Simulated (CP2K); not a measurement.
Runs of CP2K 2026.2 on BaTiO3. The typed cell holds 5 atoms: a = 4.004 Å, b = 4.004 Å, c = 4.004 Å, α = 89.85°, β = 89.85°, γ = 89.85°. 

```csv
level,U,PLUS_U_METHOD,gap on the mesh (eV),largest force (eV/Å)
PBE+U,Ti d U = 6.0 eV,MULLIKEN,3.41,2.82
PBE+U,Ti d U = 4.0 eV,MULLIKEN,3.21,2.63
PBE+U,Ti d U = 2.0 eV,MULLIKEN,(b),2.44
PBE,-,-,(a),2.24
PBE+U,Ti d U = 8.0 eV,MULLIKEN,3.60,3.02
```

Alike in all rows: task single point; potentials or basis GTH_POTENTIALS Ba GTH-PBE-q10, Ti GTH-PBE-q12, O GTH-PBE-q6; DZVP-MOLOPT-SR-GTH basis; no spin polarisation; cell all atoms moved at random; k mesh 5 × 5 × 5; smearing fermi-dirac 0.05 eV.

Task: Fill in the values left out.

Result: (a) 2.78; (b) 3.00.

Caveats: spin-orbit coupling is left out, which moves the levels of the heavy elements; an odd mesh through Γ misses points on the zone boundary, where band edges often lie; the basis of atomic orbitals isn't converged, which shifts pressures, moduli and gaps; forces of over 1 eV/Å show positions far from the minimum, so gaps and moduli don't describe the material at rest; this program's U acts on Mulliken populations of all basis functions of the shell, so it isn't the U of plane-wave codes (some runs); energies scatter by some meV and the pressure isn't listed (some runs).

A k mesh can miss the band edges, and the runs leave out spin-orbit coupling on Ba.
